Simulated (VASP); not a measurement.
Input of a VASP 6.6.1 run:

The input INCAR:

```
ALGO = Normal
EDIFF = 1E-6
ENCUT = 520
GGA = PE
ISIF = 2
ISMEAR = -1
IVDW = 13
LASPH = T
LCHARG = F
LREAL = F
LWAVE = F
NBANDS = 19
NELM = 100
PREC = Accurate
SIGMA = 0.05
```

The input KPOINTS:

```
k-points
0
Gamma
  8 8 8
```

POSCAR

```
CaF2
1.0
    0.0000000000      2.7845626180      2.7845626180
    2.7845626180      0.0000000000      2.7845626180
    2.7845626180      2.7845626180      0.0000000000
Ca F
1 2
Direct
    0.0000000000      0.0000000000      0.0000000000
    0.7500000000      0.7500000000      0.7500000000
    0.2500000000      0.2500000000      0.2500000000
```

Potentials or basis: VASP PAW PBE potentials, release 64 (Ca_sv, F).

Run with:

```bash
$ cat potpaw_PBE.64/Ca_sv/POTCAR potpaw_PBE.64/F/POTCAR > POTCAR
$ mpirun -np 1 vasp_std > vasp.out
```

Question: Predict the dispersion energy per atom.

Answer: -0.096 eV.

Question: Estimate the band gap on the k mesh.

Answer: 6.94 eV, indirect (least direct gap 7.19 eV).

Question: Estimate the pressure.

Answer: -3.2 GPa.

A k mesh can miss the band edges. A hybrid or GW would open this gap; PBE tends to underestimate it.
